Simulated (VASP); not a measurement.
# GaAs (F-43m) in VASP: notebook, part 2 of 2

VASP 6.6.1. The steps go on from the part before.

## Step 4: Single point, PBE, spin-orbit coupling, no magnetisation

INCAR reads:

```
SYSTEM = GaAs
PREC = Accurate
ENCUT = 400
EDIFF = 1E-7
ISMEAR = 0
SIGMA = 0.02
LREAL = .FALSE.
LASPH = .TRUE.
NELM = 100
ALGO = Normal
ISIF = 2
LWAVE = .FALSE.
LCHARG = .FALSE.
MAGMOM = 0 0 0 0 0 0
LORBIT = 11
LSORBIT = .TRUE.
GGA_COMPAT = .FALSE.
GGA = PE
NBANDS = 34
```

KPOINTS reads:

```
regular mesh
0
G
  7 7 7
  0 0 0
```

POSCAR reads:

```
GaAs
1.0
    0.0000000000      2.8268500000      2.8268500000
    2.8268500000      0.0000000000      2.8268500000
    2.8268500000      2.8268500000      0.0000000000
As Ga
1 1
Direct
    0.7500000000      0.7500000000      0.7500000000
    0.0000000000      0.0000000000      0.0000000000
```

Potentials or basis: VASP PAW PBE potentials, release 64 (As, Ga_d).

Started as:

```bash
$ cat potpaw_PBE.64/As/POTCAR potpaw_PBE.64/Ga_d/POTCAR > POTCAR
$ mpirun -np 1 vasp_ncl > vasp.out
```

OUTCAR:

```text
SYSTEM = GaAs
   PREC = Accurate
   ENCUT = 400
   EDIFF = 1E-7
   ISMEAR = 0
   LREAL = .FALSE.
   LASPH = .TRUE.
   NELM = 100
   ISIF = 2
   LORBIT = 11
   LSORBIT = .TRUE.
   GGA = PE

 Found     30 irreducible k-points:

 Following reciprocal coordinates:
            Coordinates               Weight
  0.000000  0.000000  0.000000      1.000000
  0.142857  0.000000  0.000000      4.000000
 -0.142857  0.000000  0.000000      4.000000
  0.285714  0.000000  0.000000      4.000000
 -0.285714  0.000000  0.000000      4.000000
  0.428571  0.000000  0.000000      4.000000
   k-points           NKPTS =     30   k-points in BZ     NKDIM =     30   number of bands    NBANDS=     34
   number of dos      NEDOS =    301   number of ions     NIONS =      2
   total plane-waves  NPLWV =  21952
   dimension x,y,z NGX =    28 NGY =   28 NGZ =   28
   dimension x,y,z NGXF=    56 NGYF=   56 NGZF=   56
   ions per type =               1   1
   NGX,Y,Z   is equivalent  to a cutoff of  11.64, 11.64, 11.64 a.u.
   NGXF,Y,Z  is equivalent  to a cutoff of  23.29, 23.29, 23.29 a.u.
 SYSTEM =  GaAs
   PREC   = accura    normal or accurate (medium, high low for compatibility)
   ISTART =      0    job   : 0-new  1-cont  2-samecut
   ICHARG =      2    charge: 1-file 2-atom 10-const
   ISPIN  =      1    spin polarized calculation?
   LNONCOLLINEAR =      T non collinear calculations
   LSORBIT =      T    spin-orbit coupling
   LASPH  =      T    aspherical Exc in radial PAW
   ENCUT  =  400.0 eV  29.40 Ry    5.42 a.u.   6.52  6.52  6.52*2*pi/ulx,y,z
   NELM   =    100;   NELMIN=  2; NELMDL= -5     # of ELM steps
   EDIFF  = 0.1E-06   stopping-criterion for ELM
   LREAL  =      F    real-space projection
   EDIFFG = 0.1E-05   stopping-criterion for IOM
   NSW    =      0    number of steps for IOM
   IBRION =     -1    ionic relax: 0-MD 1-quasi-New 2-CG
   NFREE  =      0    steps in history (QN), initial steepest desc. (CG)
   ISIF   =      2    stress and relaxation
   ISYM   =      2    0-nonsym 1-usesym 2-fastsym
   POTIM  = 0.5000    time-step for ionic-motion
[... 277 lines left out ...]
      0.00000      0.00000      0.00000         0.000000      0.000000      0.000000
 -----------------------------------------------------------------------------------
    total drift:                               -0.000001     -0.000001     -0.000001

  FREE ENERGIE OF THE ION-ELECTRON SYSTEM (eV)
  ---------------------------------------------------
  free  energy   TOTEN  =        -8.2578733729 eV

  energy  without entropy=       -8.2578733729  energy(sigma->0) =       -8.25787337

 Spin-Orbit-Coupling matrix elements

 Ion:    1  E_soc:     -0.0238217
 l=   1
     0.0000000    -0.0039627    -0.0039627
    -0.0039627     0.0000000    -0.0039627
    -0.0039627    -0.0039627     0.0000000
 l=   2
     0.0000000    -0.0000038     0.0000000    -0.0000038    -0.0000038
    -0.0000038     0.0000000    -0.0000029    -0.0000038    -0.0000010
     0.0000000    -0.0000029     0.0000000    -0.0000029     0.0000000
    -0.0000038    -0.0000038    -0.0000029     0.0000000    -0.0000010
    -0.0000038    -0.0000010     0.0000000    -0.0000010     0.0000000
 l=   3
     0.0000000     0.0000000     0.0000000     0.0000000     0.0000000     0.0000000     0.0000000
     0.0000000     0.0000000     0.0000000     0.0000000     0.0000000     0.0000000     0.0000000
     0.0000000     0.0000000     0.0000000     0.0000000     0.0000000     0.0000000     0.0000000
     0.0000000     0.0000000     0.0000000     0.0000000     0.0000000     0.0000000     0.0000000
     0.0000000     0.0000000     0.0000000     0.0000000     0.0000000     0.0000000     0.0000000
     0.0000000     0.0000000     0.0000000     0.0000000     0.0000000     0.0000000     0.0000000
     0.0000000     0.0000000     0.0000000     0.0000000     0.0000000     0.0000000     0.0000000

 Ion:    2  E_soc:     -0.0119403
 l=   1
     0.0000000    -0.0011577    -0.0011577
    -0.0011577     0.0000000    -0.0011577
    -0.0011577    -0.0011577     0.0000000
 l=   2
     0.0000000    -0.0001659     0.0000000    -0.0001659    -0.0006664
    -0.0001659     0.0000000    -0.0004998    -0.0001659    -0.0001666
     0.0000000    -0.0004998     0.0000000    -0.0004998     0.0000000
    -0.0001659    -0.0001659    -0.0004998     0.0000000    -0.0001666
    -0.0006664    -0.0001666     0.0000000    -0.0001666     0.0000000
 l=   3
     0.0000000     0.0000000     0.0000000     0.0000000     0.0000000     0.0000000     0.0000000
     0.0000000     0.0000000     0.0000000     0.0000000     0.0000000     0.0000000     0.0000000
     0.0000000     0.0000000     0.0000000     0.0000000     0.0000000     0.0000000     0.0000000
     0.0000000     0.0000000     0.0000000     0.0000000     0.0000000     0.0000000     0.0000000
     0.0000000     0.0000000     0.0000000     0.0000000     0.0000000     0.0000000     0.0000000
     0.0000000     0.0000000     0.0000000     0.0000000     0.0000000     0.0000000     0.0000000
     0.0000000     0.0000000     0.0000000     0.0000000     0.0000000     0.0000000     0.0000000

 total charge

# of ion       s       p       d       tot
------------------------------------------
    1        1.208   1.602   0.031   2.841
    2        0.880   0.803   9.995  11.678
--------------------------------------------------
tot          2.088   2.406  10.026  14.520

 magnetization (x)

# of ion       s       p       d       tot
------------------------------------------
    1        0.000  -0.000  -0.000  -0.000
    2        0.000  -0.000   0.000   0.000
--------------------------------------------------
tot          0.000  -0.000  -0.000  -0.000

 magnetization (y)

# of ion       s       p       d       tot
------------------------------------------
    1        0.000   0.000   0.000   0.000
    2        0.000   0.000   0.000   0.000
--------------------------------------------------
tot          0.000   0.000   0.000   0.000

 magnetization (z)

# of ion       s       p       d       tot
------------------------------------------
    1        0.000   0.000  -0.000   0.000
    2        0.000  -0.000   0.000   0.000
--------------------------------------------------
tot          0.000   0.000   0.000   0.000
```

OSZICAR:

```text
N       E                     dE             d eps       ncg     rms          rms(c)
DAV:   1     0.119159769170E+03    0.11916E+03   -0.69130E+03  2308   0.130E+03
DAV:   2     0.807226126492E+01   -0.11109E+03   -0.10382E+03  2128   0.358E+02
DAV:   3    -0.788974091210E+01   -0.15962E+02   -0.15729E+02  2478   0.981E+01
DAV:   4    -0.841157127676E+01   -0.52183E+00   -0.52080E+00  2326   0.194E+01
DAV:   5    -0.841968252855E+01   -0.81113E-02   -0.81084E-02  2468   0.245E+00    0.291E+00
DAV:   6    -0.827509652382E+01    0.14459E+00   -0.15753E-01  2910   0.747E+00    0.170E+00
DAV:   7    -0.825639167084E+01    0.18705E-01   -0.86377E-02  2342   0.200E+00    0.581E-01
DAV:   8    -0.825749657606E+01   -0.11049E-02   -0.14586E-02  2416   0.164E+00    0.136E-01
DAV:   9    -0.825775751299E+01   -0.26094E-03   -0.18430E-03  2426   0.775E-01    0.677E-02
DAV:  10    -0.825781355846E+01   -0.56045E-04   -0.23991E-04  2288   0.121E-01    0.299E-02
DAV:  11    -0.825785287523E+01   -0.39317E-04   -0.28011E-05  2456   0.549E-02    0.154E-02
DAV:  12    -0.825787333710E+01   -0.20462E-04   -0.30084E-05  2198   0.296E-02    0.462E-03
DAV:  13    -0.825787337289E+01   -0.35785E-07   -0.46018E-07  2458   0.509E-03
   1 F= -.82578734E+01 E0= -.82578734E+01  d E =-.246464E-18  mag=     0.0000     0.0000     0.0000
```

It took 49 s on 1 thread of Intel Xeon Platinum 8559C (Emerald Rapids), shared host; peak memory 0.25 GiB.

The run converged, but some of its settings lie outside the range that counts as converged, so its numbers aren't taken as properties of the crystal.

What came out:

- Free energy: -8.2579 eV
- Pressure: 3.2 GPa
- Valence electrons inside the program's atomic spheres: As 2.84; Ga 11.68
